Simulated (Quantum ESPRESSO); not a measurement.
## KI in Quantum ESPRESSO: convergence with k mesh

Input of the first run (k mesh 1 × 1 × 1); the others differ in this setting and in those tied to it:

The input pw.in:

```
&CONTROL
  calculation = 'scf'
  prefix = 'pwscf'
  outdir = './tmp'
  pseudo_dir = './pseudo'
  tprnfor = .true.
  tstress = .true.
  disk_io = 'nowf'
/
&SYSTEM
  ibrav = 0
  nat = 2
  ntyp = 2
  ecutwfc = 74
  nbnd = 14
  occupations = 'smearing'
  smearing = 'gaussian'
  degauss = 0.00734986
/
&ELECTRONS
  conv_thr = 4d-10
  electron_maxstep = 120
  mixing_beta = 0.5
/
ATOMIC_SPECIES
I    126.9045 I.upf
K     39.0983 K.upf
CELL_PARAMETERS angstrom
   0.0000000000    3.5327750000    3.5327750000
   3.5327750000    0.0000000000    3.5327750000
   3.5327750000    3.5327750000    0.0000000000
ATOMIC_POSITIONS crystal
I      0.5000000000    0.5000000000    0.5000000000
K      0.0000000000    0.0000000000    0.0000000000
K_POINTS automatic
1 1 1 0 0 0
```

Potentials or basis: PseudoDojo 0.4.1 SR PBE standard.

Launch:

```console
$ OMP_NUM_THREADS=1 pw.x -in pw.in > pw.out
```

Hardware: 1 thread of AMD EPYC 9R45 96-Core Processor (Zen 5), with other jobs on the host.

Question: The values tried are 1 × 1 × 1, 2 × 2 × 2, 3 × 3 × 3, 4 × 4 × 4, 5 × 5 × 5, 6 × 6 × 6, 7 × 7 × 7, 8 × 8 × 8, 10 × 10 × 10, loosest first. From which on does the energy stay within 1 meV/atom of the tightest run that finished?

Answer: From 4 × 4 × 4 on.

```tsv
k mesh	energy less the tightest run, at zero smearing (meV/atom)	pressure (GPa)	gap on the mesh (eV)	SCF cycles	CPU time (s)	peak memory (GiB)
1 × 1 × 1	1753.22	11.64	3.271	9	1.6	0.08
2 × 2 × 2	74.89	1.24	3.931	9	2.7	0.09
3 × 3 × 3	4.80	0.64	3.959	9	3.3	0.09
4 × 4 × 4	0.44	0.59	3.962	9	5.8	0.1
5 × 5 × 5	0.05	0.58	3.962	8	6.5	0.1
6 × 6 × 6	0.01	0.58	3.963	9	11	0.11
7 × 7 × 7	0.00	0.58	3.963	8	12	0.11
8 × 8 × 8	0.00	0.58	3.963	9	19	0.12
10 × 10 × 10	0.00	0.58	3.963	9	31	0.15
```

Against the tightest run, the pressure stays within 0.1 GPa from 3 × 3 × 3 on; the gap on the mesh stays within 0.01 eV from 3 × 3 × 3 on. Meshes of other sizes hit other points, so gaps and Fermi surfaces needn't settle smoothly. The tightest run that finished is the yardstick and may itself not be fully converged.

Caveat, for the tightest run too: spin-orbit coupling is left out, which moves the levels of the heavy elements.
